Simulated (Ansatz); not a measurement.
**TiB2 in Ansatz: the effect of functional**

The system is TiB2.

```
Ti B
1.0
     3.04926    0.00000    0.00000
    -1.52463    2.64074    0.00000
     0.00000    0.00000    3.24978
Ti B
1 2
Direct
  0.00000 0.00000 0.00000
  0.66667 0.33333 0.50000
  0.33333 0.66667 0.50000
```

The cell isn't the ideal one: volume scaled by 1.02.

Alike in all runs:

* Program: Ansatz 0.2.0
* Task: single point
* Potentials or basis: Ansatz PAW
* k mesh: 10 × 10 × 8
* Occupations: fermi-dirac, width 0.05 eV
* Spin: no spin polarisation

| functional | cutoff | pressure (GPa) |
| --- | --- | --- |
| LDA | 420 eV (not typed: the program's choice for these potentials) | -15.7 |
| PBEsol | 420 eV (not typed: the program's choice for these potentials) | -9.8 |
| r2SCAN | 500 eV (not typed: the program's choice for these potentials) | ? |

Task: What does the run with functional r2SCAN give?

Result: Pressure -6.1 GPa.

Caveats: the PAW data sets come from PBE, with cores solved anew for the run's functional, which leaves a small shift of forces and pressure.
